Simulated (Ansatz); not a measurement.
Input for Ansatz (plane-wave DFT, PAW):

```yaml
crystal:
  lattice:
    - [2.9173698568, 0.0, 0.0]
    - [-1.4586849284, 2.5265164083, 0.0]
    - [0.0, 0.0, 9.508]
  atoms:
    - { symbol: Ag, position: [0.3333333333, 0.6666666667, 0.25] }
    - { symbol: Ag, position: [0.6666666667, 0.3333333333, 0.75] }
    - { symbol: Ag, position: [0.0, 0.0, 0.0] }
    - { symbol: Ag, position: [0.0, 0.0, 0.5] }
basis:
  ecutwfc: 420
kpoints:
  mp_grid: { grid: [18, 18, 4] }
hamiltonian:
  xc: pbe
scf:
  occupations: { method: gaussian, width: 0.1 }
output:
  forces: true
  stress: true
  eigenvalues: true
  populations: true
```

Launched with
```bash
ansatz run input.yaml --threads 1 --pin off --max-ram 1331MiB --backend cpu --events-out ev --progress --plain --runs-dir out
```

Theory: DFT PBE, scalar-relativistic, plane waves, PAW (Ansatz 0.2.0).

Abridged output (iterations and final results):

```
SCF iter   1: F=—  HF=-30362.198115 eV  |F-HF|=—  |Δ(HF+E_count)|=         —  Δρ=1.10e-3  dr2=3.46e-4  ethr=1.77e-3  ⟨swp⟩=5.4  Hψ=16150  notcnv=0  defer=121
SCF iter   2: F=—  HF=-30362.199792 eV  |F-HF|=—  |Δ(HF+E_count)|=   1.68e-3  Δρ=6.41e-4  dr2=1.14e-4  ethr=4.56e-7  ⟨swp⟩=2.6  Hψ=10362  notcnv=0  defer=135
SCF iter   3: F=—  HF=-30362.199987 eV  |F-HF|=—  |Δ(HF+E_count)|=   1.95e-4  Δρ=1.27e-4  dr2=1.38e-5  ethr=1.49e-7  ⟨swp⟩=2.0  Hψ=7230  notcnv=0  defer=135
SCF iter   4: F=—  HF=-30362.199905 eV  |F-HF|=—  |Δ(HF+E_count)|=   8.13e-5  Δρ=4.25e-5  dr2=1.25e-6  ethr=1.82e-8  ⟨swp⟩=2.0  Hψ=7253  notcnv=0  defer=135
SCF iter   5: F=—  HF=-30362.199906 eV  |F-HF|=—  |Δ(HF+E_count)|=   2.67e-7  Δρ=1.04e-5  dr2=1.41e-7  ethr=1.64e-9  ⟨swp⟩=2.4  Hψ=7089  notcnv=0  defer=135
SCF iter   6: F=-30362.199906 eV  HF=-30362.199906 eV  |F-HF|=7.96e-9  |Δ(HF+E_count)|=   2.16e-8  Δρ=3.91e-6  dr2=1.38e-8  ethr=1.32e-10  ⟨swp⟩=8.4  Hψ=19739  notcnv=0
SCF 1 converged in 6 iterations: F = -30362.199906 eV  dr2 = 1.38e-8
SCF converged after 6 iterations
Free energy (F): -30362.199906 eV
Harris-Foulkes:  -30362.199906 eV  (|F-HF|=7.96e-9)
Internal energy: -30362.194695 eV  (E = F + TS)
E sigma→0 (E₀):  -30362.197300 eV
Entropy (-TS):   -0.005211 eV (-1.303 meV/atom)
Fermi energy:    16.787083 eV
--- Per-component energies (eV) ---
  E_band       = -976.368369
  E_kinetic    = 2108.869992
  E_local      = -8944.926250  (includes V_loc(G=0)·N_el)
  E_nonlocal   = 319.908163
  E_hartree    = 4062.571684
  E_xc         = -739.474489
  E_vxc        = -939.600685  (∫ρ·V_xc dr)
  E_paw        = -15607.881954  (= ΣΔE_a)
  E_vpaw       = -1645.771888  (= ΣTr[D̂ρ^β])
  E_aug_tail   = 0.001317  (compensation charges beyond the density's cutoff)
  E_ewald      = -11561.263158
  E_smearing   = -0.005211  (= −TS)
--- Forces (eV/Å), atoms counted from 1 ---
  atom   1  Ag     0.00000000     0.00000000     0.00000000
  atom   2  Ag     0.00000000     0.00000000     0.00000000
  atom   3  Ag     0.00000000     0.00000000     0.00000000
  atom   4  Ag     0.00000000     0.00000000     0.00000000
--- Stress (GPa, compression-positive) ---
        1.830798       0.000000       0.000000
        0.000000       1.830798       0.000000
        0.000000       0.000000       1.734382
  P = ⅓ Tr σ = 1.7987 GPa (17.987 kbar)
--- Band table (eV; the first three rows and the last of 111) ---
  k-point 0: bands = ["-75.1363", "-75.1309", "-75.1256", "-75.1202", "-38.6860", "-38.6145", "-38.6100", "-38.5580", "-38.5580", "-38.5491", "-38.5491", "-38.5434", "-38.5434", "-38.5379", "-38.5345", "-38.5345", "9.1719", "10.5350", "10.5355", "10.5390", "12.0523", "12.0523", "12.0559", "12.0559", "12.0719", "12.2679", "12.2679", "12.3017", "12.3017", "12.3125", "12.3195", "12.8629", "12.8629", "13.1762", "13.1762", "13.3866", "13.3866", "13.7686", "13.7686", "16.4343", "20.2415", "27.7164", "27.7395", "32.0289", "32.2665", "33.1110"]
  k-point 1: bands = ["-75.1358", "-75.1322", "-75.1244", "-75.1208", "-38.6804", "-38.6406", "-38.5838", "-38.5571", "-38.5571", "-38.5515", "-38.5515", "-38.5436", "-38.5411", "-38.5411", "-38.5354", "-38.5354", "9.2922", "10.1257", "10.5597", "10.6583", "12.0012", "12.0460", "12.0747", "12.0747", "12.0829", "12.0829", "12.2311", "12.2311", "12.2622", "12.2622", "12.9104", "12.9104", "13.1174", "13.1174", "13.1557", "13.4681", "13.4681", "13.7252", "13.7252", "15.6873", "21.1894", "25.3586", "30.0491", "32.1232", "32.3114", "32.8239"]
  k-point 2: bands = ["-75.1342", "-75.1342", "-75.1223", "-75.1223", "-38.6644", "-38.6644", "-38.5597", "-38.5597", "-38.5548", "-38.5548", "-38.5548", "-38.5548", "-38.5377", "-38.5377", "-38.5377", "-38.5377", "9.6360", "9.6360", "10.6187", "10.6187", "11.9915", "11.9915", "12.1214", "12.1214", "12.1214", "12.1214", "12.1915", "12.1915", "12.1915", "12.1915", "13.0128", "13.0128", "13.0128", "13.0128", "13.6103", "13.6103", "13.6103", "13.6103", "14.3692", "14.3692", "23.1134", "23.1134", "31.9162", "31.9162", "32.3080", "32.3080"]
  k-point 110: bands = ["-75.1198", "-75.1198", "-75.1145", "-75.1145", "-38.6506", "-38.6506", "-38.6422", "-38.6422", "-38.6273", "-38.6273", "-38.6169", "-38.6169", "-38.5792", "-38.5792", "-38.5763", "-38.5763", "11.0955", "11.0955", "11.3856", "11.3856", "11.6195", "11.6195", "11.7734", "11.7734", "12.1535", "12.1535", "12.1703", "12.1703", "12.8002", "12.8002", "13.1010", "13.1010", "13.6429", "13.6429", "13.7646", "13.7646", "20.1376", "20.1376", "20.1808", "20.1808", "20.5138", "20.5138", "23.5718", "23.5718", "23.9916", "23.9916"]
--- Löwdin populations: 4 sites ---
  site symbol q [e]
     0     Ag     18.8769
     1     Ag     18.8769
     2     Ag     18.8767
     3     Ag     18.8767
  spilling = 0.006484 (of n_electrons = 76.000000)
```

The run converged.